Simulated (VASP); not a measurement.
Input of a VASP 6.6.1 run:

The input INCAR:

```
SYSTEM = Fe
  ALGO = Normal
  EDIFF = 1E-6
  EDIFFG = -0.005
  ENCUT = 600
  GGA = PE
  IBRION = 2
  ISIF = 3
  ISMEAR = 1
  ISPIN = 2
  LASPH = .True.
  LCHARG = .False.
  LMAXMIX = 4
  LORBIT = 11
  LREAL = .False.
  LWAVE = .False.
  MAGMOM = 2.5
  NELM = 120
  NSW = 60
  PREC = Accurate
  SIGMA = 0.1
```

The input KPOINTS:

```
k-points
0
Gamma
  20 20 20
  0 0 0
```

File POSCAR:

```
Fe
1.0
   -1.3950000000      1.3950000000      1.3950000000
    1.3950000000     -1.3950000000      1.3950000000
    1.3950000000      1.3950000000     -1.3950000000
Fe
1
Direct
    0.0000000000      0.0000000000      0.0000000000
```

Potentials or basis: VASP PAW PBE potentials, release 64 (Fe).

Command:

```sh
$ cat potpaw_PBE.64/Fe/POTCAR > POTCAR
$ mpirun -np 1 vasp_std > vasp.out
```

Task: What does it give for the net moment?

Result: 2.21 μB per cell.

Task: What does it give for the relaxed cell?

Result: a = 2.453 Å, b = 2.453 Å, c = 2.453 Å, α = 109.47°, β = 109.47°, γ = 109.47°.

Task: What does it give for the space group after relaxing (to 0.05 Å)?

Result: Im-3m (No. 229).

Task: Predict the site moments.

Result: Fe +2.20 μB.

The path:
```tsv
step	energy change (eV)	largest force (eV/Å)	pressure (GPa)	volume (Å³)
1	0.0000	0.0000	8.65	10.86
2	-0.0026	0.0000	-6.78	11.81
3	-0.0122	0.0000	0.21	11.35
4	-0.0122	0.0000	0.08	11.36
5	-0.0122	0.0000	-0.19	11.37
6	-0.0122	0.0000	0.19	11.35
7	-0.0122	0.0000	0.04	11.36
```
